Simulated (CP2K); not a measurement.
Write the native input for CP2K 2026.2 that does the following.

```
Task                                    : band structure
Functional                              : PBEsol
Dispersion                              : D4
Potentials or basis                     : POTENTIAL_UZH Cs GTH-PBE-q9; TZVP-MOLOPT-PBE-GTH basis
Density cutoff                          : 6123 eV
k mesh                                  : 6 × 6 × 6
Occupations                             : methfessel-paxton, width 0.1 eV
Spin                                    : no spin polarisation
SCF solver                              : diagonalisation with k points
Quickstep method                        : GPW
EPS_DEFAULT                             : 1.0E-10
EPS_SCF                                 : 1.0E-6
MAX_SCF                                 : 100
SCF_GUESS                               : ATOMIC
k points reduced by the point group     : yes
Mesh centred on Gamma                   : yes
CHOLESKY                                : OFF
EPS_EIGVAL                              : 1.0E-7
MIXING METHOD                           : BROYDEN_MIXING
MIXING ALPHA                            : 0.4
NBUFFER                                 : 8
NGRIDS                                  : 5
Basis sets                              : Cs TZVP-MOLOPT-PBE-GTH-q9
Potentials                              : Cs GTH-PBE-q9 of POTENTIAL_UZH
ADDED_MOS                               : [8]
Points a segment of the path (NPOINTS)  : 6
Bands added on the path                 : 2
REL_CUTOFF (Ry)                         : 60 Ry
MIXING BETA (1/bohr)                    : 1.5 1/bohr
CUTOFF of the grids                     : 450 Ry
Cutoff radius of the dispersion sum (A) : 20
```

Crystal: Cs.

```
Cs
1.0
     5.14037    0.00000    0.00000
    -1.78590    4.82016    0.00000
    -1.43052   -2.05558    4.29290
Cs
1
Direct
  0.00000 0.00000 0.50000
```

This isn't the form of Cs at room conditions, which is bcc.

The cell isn't the ideal one: volume scaled by 0.92.

The input as run:

cs_bands.inp

```
&GLOBAL
  PROJECT cs_bands
  RUN_TYPE ENERGY_FORCE
  PRINT_LEVEL LOW
&END GLOBAL
&FORCE_EVAL
  METHOD QS
  STRESS_TENSOR ANALYTICAL
  &DFT
    BASIS_SET_FILE_NAME BASIS_MOLOPT_UZH
    POTENTIAL_FILE_NAME POTENTIAL_UZH
    &MGRID
      CUTOFF 450
      REL_CUTOFF 60
      NGRIDS 5
    &END MGRID
    &QS
      METHOD GPW
      EPS_DEFAULT 1.0E-10
    &END QS
    &KPOINTS
      SCHEME MONKHORST-PACK 6 6 6
      GAMMA_CENTERED T
      SYMMETRY T
      SYMMETRY_BACKEND SPGLIB
    &END KPOINTS
    &SCF
      SCF_GUESS ATOMIC
      EPS_SCF 1.0E-6
      MAX_SCF 100
      ADDED_MOS 8
      CHOLESKY OFF
      EPS_EIGVAL 1.0E-7
      &DIAGONALIZATION ON
        ALGORITHM STANDARD
      &END DIAGONALIZATION
      &MIXING ON
        METHOD BROYDEN_MIXING
        ALPHA 0.4
        BETA 1.5
        NBUFFER 8
      &END MIXING
      &SMEAR ON
        METHOD METHFESSEL_PAXTON
        SIGMA [eV] 0.1
      &END SMEAR
    &END SCF
    &XC
      &XC_FUNCTIONAL
        &GGA_X_PBE_SOL
        &END GGA_X_PBE_SOL
        &GGA_C_PBE_SOL
        &END GGA_C_PBE_SOL
      &END XC_FUNCTIONAL
      &VDW_POTENTIAL
        POTENTIAL_TYPE PAIR_POTENTIAL
        &PAIR_POTENTIAL
          TYPE DFTD4
          REFERENCE_FUNCTIONAL PBEsol
          D4_CUTOFF 20
        &END PAIR_POTENTIAL
      &END VDW_POTENTIAL
    &END XC
    &PRINT
      &KPOINTS ON
      &END KPOINTS
      &MULLIKEN ON
      &END MULLIKEN
      &MO ON
        ENERGIES T
        OCCUPATION_NUMBERS T
        &EACH
          QS_SCF 0
        &END EACH
        ADD_LAST NUMERIC
      &END MO
      &BAND_STRUCTURE
        FILE_NAME bands.bs
        ADDED_MOS 2
        &KPOINT_SET
          UNITS B_VECTOR
          NPOINTS 6
          SPECIAL_POINT GAMMA 0.00000000 0.00000000 0.00000000
          SPECIAL_POINT Y -0.37107762 -0.37107762 -0.39673204
          SPECIAL_POINT F -0.08648977 -0.08648977 -0.85268582
          SPECIAL_POINT H -0.65566547 -0.65566547 1.05922175
          SPECIAL_POINT Z 0.00000000 0.00000000 0.50000000
          SPECIAL_POINT I -0.50000000 0.50000000 0.50000000
          SPECIAL_POINT F1 -0.91351023 0.08648977 0.85268582
        &END KPOINT_SET
        &KPOINT_SET
          UNITS B_VECTOR
          NPOINTS 6
          SPECIAL_POINT H1 -0.34433453 0.65566547 -1.05922175
          SPECIAL_POINT Y1 -0.62892238 0.37107762 -0.60326796
          SPECIAL_POINT X -0.50000000 0.50000000 0.00000000
          SPECIAL_POINT GAMMA 0.00000000 0.00000000 0.00000000
          SPECIAL_POINT N -0.50000000 0.00000000 -0.50000000
        &END KPOINT_SET
        &KPOINT_SET
          UNITS B_VECTOR
          NPOINTS 6
          SPECIAL_POINT M -0.50000000 0.00000000 0.00000000
          SPECIAL_POINT GAMMA 0.00000000 0.00000000 0.00000000
        &END KPOINT_SET
      &END BAND_STRUCTURE
    &END PRINT
  &END DFT
  &SUBSYS
    &CELL
      A 5.1403704110 0.0000000000 0.0000000000
      B -1.7859034171 4.8201615063 0.0000000000
      C -1.4305244041 -2.0555750523 4.2928971764
      PERIODIC XYZ
    &END CELL
    &COORD
      SCALED
      Cs  0.0000000000 0.0000000000 0.5000000000
    &END COORD
    &KIND Cs
      BASIS_SET TZVP-MOLOPT-PBE-GTH-q9
      POTENTIAL GTH-PBE-q9
    &END KIND
    &PRINT
      &ATOMIC_COORDINATES ON
      &END ATOMIC_COORDINATES
      &CELL ON
      &END CELL
    &END PRINT
  &END SUBSYS
  &PRINT
    &FORCES ON
    &END FORCES
    &STRESS_TENSOR ON
    &END STRESS_TENSOR
  &END PRINT
&END FORCE_EVAL
```

Potentials or basis: POTENTIAL_UZH Cs GTH-PBE-q9; TZVP-MOLOPT-PBE-GTH basis.

Run with:

```bash
$ OMP_NUM_THREADS=1 cp2k.psmp -i cs_bands.inp -o cs_bands.out
```

It gave:

| Item | Value |
| --- | --- |
| Pressure | 0.0 GPa |
| Band gap on the k mesh | none (metal or under the smearing width) |

Caveat: the potentials were made for another functional, which shifts forces and pressure; spin-orbit coupling is left out, which moves the levels of the heavy elements; the basis of atomic orbitals isn't converged, which shifts pressures, moduli and gaps; pairwise dispersion overbinds metals, which lowers pressure and volume.

It took 20 s on 1 thread of Intel(R) Xeon(R) Platinum 8375C CPU @ 2.90GHz (Ice Lake), with other jobs on the host, peak memory 0.41 GiB.
